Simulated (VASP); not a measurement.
VASP ran on this input.

### POSCAR
```
LiI
1
    0.0000000000     2.9593936975     2.9593936975
    2.9593936975     0.0000000000     2.9593936975
    2.9593936975     2.9593936975     0.0000000000
Li I
1 1
Direct
  0.0000000000   0.0000000000   0.0000000000
  0.5000000000   0.5000000000   0.5000000000
```

File KPOINTS:
```
Automatic mesh
0
Gamma
8 8 8
0 0 0
```

**INCAR**
```
SYSTEM  =  LiI
PREC  =  Accurate; ENCUT  =  520; LREAL  =  F
LASPH  =  T
EDIFF  =  1E-7; NELM  =  100; ALGO  =  Normal
LMAXMIX  =  4
ISMEAR  =  0; SIGMA  =  0.05
ISIF  =  2
LWAVE  =  F; LCHARG  =  F
```

POTCAR, in this order: Li_sv I (LDA.64 set). Program: vasp_std.

Q: Write an equivalent input for Quantum ESPRESSO's pw.x.

A: One equivalent input (not run):
```
&CONTROL
  calculation = 'scf'
  pseudo_dir = './pseudo'
  outdir = './out'
  tprnfor = .true.
  tstress = .true.
/
&SYSTEM
  ibrav = 0
  nat = 2
  ntyp = 2
  ecutwfc = 74
  occupations = 'smearing'
  smearing = 'gaussian'
  degauss = 0.003675
  input_dft = 'pz'
/
&ELECTRONS
  conv_thr = 7.3e-09
  electron_maxstep = 100
/
ATOMIC_SPECIES
  Li 6.940 Li.upf
  I 126.904 I.upf
CELL_PARAMETERS angstrom
     0.0000000    2.9593937    2.9593937
     2.9593937    0.0000000    2.9593937
     2.9593937    2.9593937    0.0000000
ATOMIC_POSITIONS crystal
  Li   0.0000000  0.0000000  0.0000000
  I    0.5000000  0.5000000  0.5000000
K_POINTS automatic
  8 8 8 0 0 0
```
What does not carry over: the potentials are each code's own (VASP's PAW set, PseudoDojo norm-conserving files in pw.x), so ENCUT and ecutwfc are chosen apart and not converted; conv_thr bounds pw.x's estimated SCF error, while EDIFF bounds the energy change between steps.

The compound is LiI in the rock salt structure. This cell is one point of a volume scan, at 1.06 of the reference volume.
